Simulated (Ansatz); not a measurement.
# InP: stress in a strained cell

InP is deformed so: zz strain of -3 %. What stress and forces result, by LAPW, PAW and all-electron datasets made for the crystal?

Method: DFT PBEsol, scalar-relativistic, in Ansatz 0.2.0.

## Step 1: The starting structure

Symmetry: Fm-3m, No. 225, cubic system. The conventional cell has a = 5.710 Å, b = 5.710 Å, c = 5.710 Å, α = 90.00°, β = 90.00°, γ = 90.00°. In (site symmetry m-3m) is surrounded by 6 P at 2.85 to 2.86 Å. P (site symmetry m-3m) has 6 In at 2.85 to 2.86 Å as nearest neighbours.

As a file:

```cif
data_structure
_symmetry_space_group_name_H-M 'P 1'
_symmetry_Int_Tables_number 1
_cell_length_a 4.0376
_cell_length_b 4.0376
_cell_length_c 4.0376
_cell_angle_alpha 60.000
_cell_angle_beta 60.000
_cell_angle_gamma 60.000
_cell_volume 46.54
loop_
_atom_site_label
_atom_site_type_symbol
_atom_site_fract_x
_atom_site_fract_y
_atom_site_fract_z
_atom_site_occupancy
In1 In 0.00000 0.00000 0.00000 1
P1 P 0.50000 0.50000 0.50000 1
```

Atoms are numbered in the order of the input: In1, P2.

## Step 2: The deformed structure

Space group Fm-3m before, I4/mmm after.

## Step 3: LAPW, all electrons

input.yaml

```yaml
crystal:
  lattice:
    - [0.0, 2.855, 2.76935]
    - [2.855, 0.0, 2.76935]
    - [2.855, 2.855, 0.0]
  atoms:
    - { symbol: In, position: [0.0, 0.0, 0.0] }
    - { symbol: P, position: [0.5, 0.5, 0.5] }
kpoints:
  mp_grid: { grid: [11, 11, 11] }
  band_path:
    path:
      - [0.0, 0.0, 0.0]
      - [0.0, 0.5, 0.5]
      - [0.25, 0.75, 0.5]
      - [0.0, 0.5, 0.0]
      - [0.0, 0.0, 0.0]
      - [0.5, 0.5, 0.0]
      - [0.3828515251, 0.6171484749, 0.0]
      - [-0.3828515251, 0.3828515251, 0.0]
      - [0.0, 0.0, 0.0]
    npoints: 5
scf:
  occupations: { method: fermi_dirac, width: 0.03 }
hamiltonian:
  xc: pbesol
  pseudopotentials: { kind: all_electron, lapw: { basis_error: 0.00025 } }
output:
  forces: true
  stress: true
  eigenvalues: true
```

Launch:

```sh
> ansatz run input.yaml --threads 1 --pin off --max-ram 3072MiB --backend cpu --events-out ev --progress --plain --runs-dir out
```

## Step 4: PAW with frozen cores

input.yaml

```yaml
crystal:
  lattice:
    - [0.0, 2.855, 2.76935]
    - [2.855, 0.0, 2.76935]
    - [2.855, 2.855, 0.0]
  atoms:
    - { symbol: In, position: [0.0, 0.0, 0.0] }
    - { symbol: P, position: [0.5, 0.5, 0.5] }
kpoints:
  mp_grid: { grid: [11, 11, 11] }
scf:
  occupations: { method: fermi_dirac, width: 0.03 }
hamiltonian:
  xc: pbesol
  pseudopotentials: { kind: paw }
output:
  forces: true
  stress: true
  eigenvalues: true
  efg: { contact_densities: true }
```

## Step 5: Datasets made for this crystal

Edit input.yaml of step 4 so:

```diff
@@ -14,3 +14,3 @@
   xc: pbesol
-  pseudopotentials: { kind: paw }
+  pseudopotentials: { kind: all_electron, datasets: crystal }
 output:
```

(Steps that only read results are left out.)

Before running it: what results should come out? Wanted: pressure; largest shear or deviatoric stress.

As calculated:

| quantity | value |
| --- | --- |
| pressure | LAPW -6.77, PAW -6.78, crystal datasets -6.77 GPa |
| largest shear or deviatoric stress (LAPW) | 1.88 GPa |

What this shows: The largest part of the stress beyond the pressure is 1.88 GPa in size, in the zz component; the atoms are carried along and not relaxed. No run of the undeformed cell stands beside it, so the pressure holds what the given cell had before the change. PAW: stress within 0.01 GPa of LAPW. Crystal datasets: stress within 0.01 GPa of LAPW.
